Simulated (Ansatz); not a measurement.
# HfN: the cost of one run

Method: DFT PBEsol, scalar-relativistic, plane waves, PAW, in Ansatz 0.2.0.

5 further runs of the same task are left out: 5 set aside as unsound or not needed.

## 1. The structure to begin with

Symmetry: P6_3/mmc, No. 194, hexagonal system. The conventional cell has a = 3.134 Å, b = 3.134 Å, c = 5.417 Å, α = 90.00°, β = 90.00°, γ = 120.00°. Hf (site symmetry -6m2) is surrounded by 6 N at 2.26 Å. N (site symmetry -3m) has 6 Hf at 2.26 Å as nearest neighbours.

As a file:

```
CELL_PARAMETERS angstrom
3.13391 0.00000 0.00000
-1.56695 2.71404 0.00000
0.00000 0.00000 5.41677
ATOMIC_POSITIONS crystal
Hf 0.66667 0.33333 0.75000
Hf 0.33333 0.66667 0.25000
N 0.00000 0.00000 0.00000
N 0.00000 0.00000 0.50000
```

Source of the structure: the Materials Project (structure only).

## 5. The grid

Gamma surface: rigid slide across a plane, one fault a cell; the plane is (0 0 1) of the conventional cell, and the faces at the cut hold N and Hf.

- slide along a1: 12 values from 0.000 to 0.917, periodic
- slide along a2: 12 values from 0.000 to 0.917, periodic

Nothing else is relaxed (rigid halves, spacing across the cut fixed). Energies count from the perfect crystal.

The two vectors of the plane (Å): (-3.127, 0.000, 0.000); (-1.564, -2.708, 0.000).

(The set-up runs are not shown.)

## 6. Grid point (4/12, 4/12) of the map's two axes

Input file input.yaml:

```yaml
crystal:
  lattice:
    - [-3.1273463818, 0.0, 0.0]
    - [-1.5636731909, -2.7083614131, 0.0]
    - [-1.5636731909, -0.9027871377, 10.7699112705]
  atoms:
    - { symbol: Hf, position: [0.5625, 0.5625, 0.3125] }
    - { symbol: Hf, position: [0.3958333333, 0.3958333333, 0.8125] }
    - { symbol: Hf, position: [0.3125, 0.3125, 0.0625] }
    - { symbol: Hf, position: [0.1458333333, 0.1458333333, 0.5625] }
    - { symbol: "N", position: [-0.1458333333, 0.8541666667, 0.4375] }
    - { symbol: "N", position: [-0.3125, 0.6875, 0.9375] }
    - { symbol: "N", position: [-0.0625, 0.9375, 0.1875] }
    - { symbol: "N", position: [-0.2291666667, 0.7708333333, 0.6875] }
basis:
  ecutwfc: 280.0
kpoints:
  mp_grid: { grid: [14, 14, 4] }
hamiltonian:
  xc: pbesol
scf:
  occupations: { method: gaussian, width: 0.15 }
output:
  forces: true
  stress: true
  eigenvalues: true
```

Launch:

```sh
ansatz run input.yaml --threads 4 --pin off --max-ram 8192MiB --backend cpu --events-out ev --progress --plain --runs-dir out
```

Q: Estimate wall time and peak memory on 4 threads of Arm Neoverse V2, shared host.

About 21 s, with a peak of 0.89 GiB.
